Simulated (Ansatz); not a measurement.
## TiO2 (P4_2/mnm), symmetry broken, then relaxed

Theory: Ansatz, DFT PBE, scalar-relativistic, plane waves, PAW. Cutoff 420 eV, Γ-centred 6×6×8 k-points, Gaussian smearing of 0.05 eV. No spin polarisation. Energies are free energies at this smearing, counted from the undisturbed cell; pressure is positive in compression.

The starting cell (relaxed at this level):

```
Ti O
1.0
     4.64306    0.00000    0.00000
     0.00000    4.64306    0.00000
     0.00000    0.00000    2.96402
Ti O
2 4
Direct
  0.00000 0.00000 0.00000
  0.50000 0.50000 0.50000
  0.30511 0.30511 0.00000
  0.19489 0.80511 0.50000
  0.69489 0.69489 0.00000
  0.80511 0.19489 0.50000
```

The atoms are displaced (Å, in the unstrained cell):

```csv
atom,ux,uy,uz
Ti1,0.003,-0.004,-0.052
Ti2,-0.007,-0.001,0.004
O3,-0.057,0.232,0.089
O4,-0.034,-0.115,0.007
O5,-0.051,-0.027,-0.118
O6,0.146,-0.085,0.070
```

The cell is strained by (-0.0334, 0.0676, 0.0353, -0.0377, 0.0336, 0.0101) (xx, yy, zz, yz, xz, xy; engineering shear). Cell and atoms are then relaxed.

Does the relaxation return to the undisturbed structure?

No. It ends 0.9 meV/atom below it, nearly level but in another symmetry or volume. The disturbance itself cost 155.9 meV/atom. The final space group reads P4_2nm (tolerance 0.05 Å) and the volume changes by 0.64 %.

Final structure:

```
Ti O
1.0
     4.64798   -0.00002    0.00006
    -0.00004    4.65135   -0.00003
    -0.00009    0.00007    2.97445
Ti O
2 4
Direct
  0.00006 0.00000 0.97398
  0.50008 0.49995 0.47403
  0.30413 0.30445 0.01301
  0.19580 0.80446 0.51298
  0.69580 0.69557 0.01299
  0.80412 0.19558 0.51302
```

The relaxation, step by step (energy from the first step; small jumps at an unchanged geometry come where the plane waves are selected anew for the new cell):

```csv
step,ΔE (meV/atom),largest force component (eV/Å),pressure (GPa)
1,0.0,2.383,-6.41
2,-124.9,0.748,-4.18
3,-152.0,0.663,-1.36
4,-156.6,0.043,-0.04
5,-157.4,0.033,0.17
6,-111.5,1.324,9.01
7,-157.4,0.005,-0.02
8,-156.7,0.005,-0.20
9,-156.8,0.014,0.00
10,-156.8,0.001,0.00
11,-156.8,0.001,-0.01
```

Frames along the relaxation (Å, eV/Å):

```xyz
6
Lattice="4.488 0.023 0.078 0.023 4.957 -0.088 0.050 -0.056 3.069" Properties=species:S:1:pos:R:3:forces:R:3 pbc="T T T" step=1
Ti    0.002   -0.003   -0.054    0.043   -1.012   -0.315
Ti    2.274    2.461    1.534   -0.469    0.744    0.349
O     1.324    1.765    0.084   -0.100   -2.383   -1.233
O     0.885    3.844    1.488    0.304    1.314    0.327
O     3.083    3.434   -0.129    1.290    1.070    1.108
O     3.784    0.865    1.657   -1.068    0.266   -0.237
6
Lattice="4.627 0.015 0.007 0.017 4.849 -0.059 0.005 -0.039 2.970" Properties=species:S:1:pos:R:3:forces:R:3 pbc="T T T" step=2
Ti   -0.031    0.000   -0.068    0.178   -0.485   -0.039
Ti    2.295    2.440    1.484   -0.333    0.251    0.130
O     1.437    1.553    0.041   -0.258   -0.569   -0.748
O     0.955    3.860    1.454   -0.229    0.390    0.119
O     3.210    3.399   -0.099    0.692   -0.003    0.678
O     3.749    0.850    1.513   -0.050    0.417   -0.141
6
Lattice="4.649 -0.030 0.013 -0.034 4.704 -0.006 0.009 -0.005 2.971" Properties=species:S:1:pos:R:3:forces:R:3 pbc="T T T" step=3
Ti    0.002    0.005   -0.084   -0.663    0.446    0.031
Ti    2.249    2.387    1.519    0.442   -0.111   -0.017
O     1.415    1.428    0.009    0.015   -0.035    0.042
O     0.905    3.768    1.510    0.172   -0.181   -0.128
O     3.212    3.236    0.009    0.006   -0.101    0.032
O     3.769    0.853    1.512    0.028   -0.019    0.039
6
Lattice="4.637 -0.017 0.007 -0.019 4.674 -0.004 0.005 -0.003 2.967" Properties=species:S:1:pos:R:3:forces:R:3 pbc="T T T" step=4
Ti   -0.030    0.027   -0.033   -0.003   -0.002   -0.003
Ti    2.255    2.382    1.485    0.043   -0.024   -0.007
O     1.423    1.411    0.008   -0.042   -0.026    0.005
O     0.920    3.741    1.494   -0.037    0.037   -0.003
O     3.232    3.213    0.009    0.025    0.033    0.002
O     3.755    0.863    1.495    0.013   -0.018    0.005
6
Lattice="4.628 -0.001 0.006 -0.001 4.663 -0.004 0.004 -0.003 2.972" Properties=species:S:1:pos:R:3:forces:R:3 pbc="T T T" step=5
Ti   -0.007    0.007   -0.062    0.002   -0.001   -0.028
Ti    2.303    2.341    1.429    0.005   -0.006   -0.033
O     1.406    1.421    0.031    0.022    0.024    0.016
O     0.918    3.749    1.514   -0.027    0.029    0.015
O     3.228    3.233    0.031   -0.023   -0.025    0.016
O     3.723    0.898    1.519    0.021   -0.021    0.014
6
Lattice="4.620 0.037 0.003 0.041 4.651 0.000 0.001 0.000 2.982" Properties=species:S:1:pos:R:3:forces:R:3 pbc="T T T" step=6
Ti    0.049   -0.041   -0.137   -0.730    0.733    1.169
Ti    2.422    2.256    1.302   -1.168    1.006    1.324
O     1.377    1.455    0.083   -0.551   -0.649   -0.704
O     0.916    3.784    1.566    0.606   -0.616   -1.077
O     3.225    3.284    0.087    0.734    0.638   -0.818
O     3.664    0.981    1.578    1.108   -1.111    0.107
6
Lattice="4.633 0.001 0.004 0.000 4.667 -0.002 0.002 -0.001 2.978" Properties=species:S:1:pos:R:3:forces:R:3 pbc="T T T" step=7
Ti   -0.002    0.002   -0.082    0.001   -0.001    0.005
Ti    2.315    2.336    1.408    0.001   -0.002    0.005
O     1.404    1.426    0.042    0.000    0.000   -0.003
O     0.916    3.758    1.529   -0.001    0.001   -0.002
O     3.231    3.240    0.042    0.000    0.001   -0.003
O     3.722    0.906    1.533    0.000    0.000   -0.002
6
Lattice="4.633 0.001 0.004 0.000 4.667 -0.002 0.002 -0.001 2.978" Properties=species:S:1:pos:R:3:forces:R:3 pbc="T T T" step=8
Ti   -0.002    0.002   -0.082    0.001   -0.001    0.005
Ti    2.315    2.336    1.408    0.001   -0.002    0.005
O     1.404    1.426    0.042    0.000    0.000   -0.003
O     0.916    3.758    1.529   -0.001    0.001   -0.002
O     3.231    3.240    0.042   -0.001    0.001   -0.003
O     3.722    0.906    1.533    0.000    0.001   -0.002
6
Lattice="4.647 0.000 -0.003 0.000 4.650 0.002 -0.002 0.001 2.975" Properties=species:S:1:pos:R:3:forces:R:3 pbc="T T T" step=9
Ti    0.004   -0.002   -0.077    0.004   -0.008   -0.002
Ti    2.329    2.320    1.411   -0.011    0.014   -0.001
O     1.411    1.417    0.038    0.001   -0.001    0.001
O     0.906    3.744    1.527    0.002   -0.002   -0.002
O     3.231    3.236    0.038    0.001    0.000    0.000
O     3.733    0.912    1.524    0.003   -0.002    0.004
6
Lattice="4.648 0.000 0.000 0.000 4.651 0.000 0.000 0.000 2.974" Properties=species:S:1:pos:R:3:forces:R:3 pbc="T T T" step=10
Ti    0.000    0.000   -0.077    0.000    0.000    0.000
Ti    2.324    2.325    1.410   -0.001    0.000    0.000
O     1.414    1.416    0.039    0.000    0.000    0.000
O     0.910    3.742    1.526    0.000    0.000    0.000
O     3.234    3.235    0.039    0.000    0.000    0.000
O     3.737    0.910    1.526    0.000    0.000    0.000
6
Lattice="4.648 0.000 0.000 0.000 4.651 0.000 0.000 0.000 2.974" Properties=species:S:1:pos:R:3:forces:R:3 pbc="T T T" step=11
Ti    0.000    0.000   -0.077    0.000    0.000    0.000
Ti    2.324    2.325    1.410   -0.001    0.000    0.000
O     1.414    1.416    0.039    0.000    0.000    0.000
O     0.910    3.742    1.526    0.000    0.000    0.000
O     3.234    3.235    0.039    0.000    0.000    0.000
O     3.737    0.910    1.526    0.000    0.000    0.000
```